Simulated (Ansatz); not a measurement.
# Pt: the cost of one run

Computed with Ansatz 0.2.0 (DFT r2SCAN, scalar-relativistic, plane waves, PAW, unless a step's input says otherwise).

### Step 1. The structure to begin with

The structure is trigonal, space group P-3m1 (No. 164). The conventional cell has a = 2.775 Å, b = 2.775 Å, c = 28.593 Å, α = 90.00°, β = 90.00°, γ = 120.00°. Around Pt (site symmetry 3m) lie 9 Pt at 2.77 Å. Around Pt (site symmetry 3m) lie 12 Pt at 2.77 Å. Pt (site symmetry -3m) is surrounded by 12 Pt at 2.77 Å.

As a file:

```cif
data_structure
_symmetry_space_group_name_H-M 'P-3m1'
_symmetry_Int_Tables_number 164
_cell_length_a 2.7747
_cell_length_b 2.7747
_cell_length_c 28.5931
_cell_angle_alpha 90.000
_cell_angle_beta 90.000
_cell_angle_gamma 120.000
_cell_volume 190.64
loop_
_atom_site_label
_atom_site_type_symbol
_atom_site_symmetry_multiplicity
_atom_site_Wyckoff_symbol
_atom_site_fract_x
_atom_site_fract_y
_atom_site_fract_z
_atom_site_occupancy
Pt1 Pt 2 c 0.00000 0.00000 0.26230 1
Pt2 Pt 2 d 0.66667 0.33333 0.34153 1
Pt3 Pt 2 d 0.33333 0.66667 0.42077 1
Pt4 Pt 1 b 0.00000 0.00000 0.50000 1
```

### Step 2. Relaxing the atoms: Pt7 slab, no spin

Input file input.yaml:

```yaml
crystal:
  lattice:
    - [2.7746870094, 0.0, 0.0]
    - [1.3873435047, 2.4029494377, 0.0]
    - [0.0, 0.0, 28.5931347378]
  atoms:
    - { symbol: Pt, position: [0.0, 0.0, 0.262300726] }
    - { symbol: Pt, position: [0.3333333333, 0.3333333333, 0.3415338173] }
    - { symbol: Pt, position: [0.6666666667, 0.6666666667, 0.4207669087] }
    - { symbol: Pt, position: [0.0, 0.0, 0.5] }
    - { symbol: Pt, position: [0.3333333333, 0.3333333333, 0.5792330913] }
    - { symbol: Pt, position: [0.6666666667, 0.6666666667, 0.6584661827] }
    - { symbol: Pt, position: [0.0, 0.0, 0.737699274] }
scf:
  occupations: { method: gaussian, width: 0.1 }
output:
  forces: true
  stress: false
  efg: {}
  write_density: true
  write_potential: true
  elf: true
  volumetric_format: npy
hamiltonian:
  xc: r2scan
efield:
  axis: 3
  dipole_correction: true
kpoints:
  mp_grid: { grid: [16, 16, 1] }
relax:
  f_tol: 0.01
```

Command:

```bash
> ansatz run input.yaml --threads 8 --pin off --max-ram 20480MiB --backend cpu --events-out ev --progress --plain --runs-dir out
```

Q: Estimate wall time and peak memory on 8 threads of Arm Neoverse V1, shared host.

About 59 s, with a peak of 1.9 GiB.
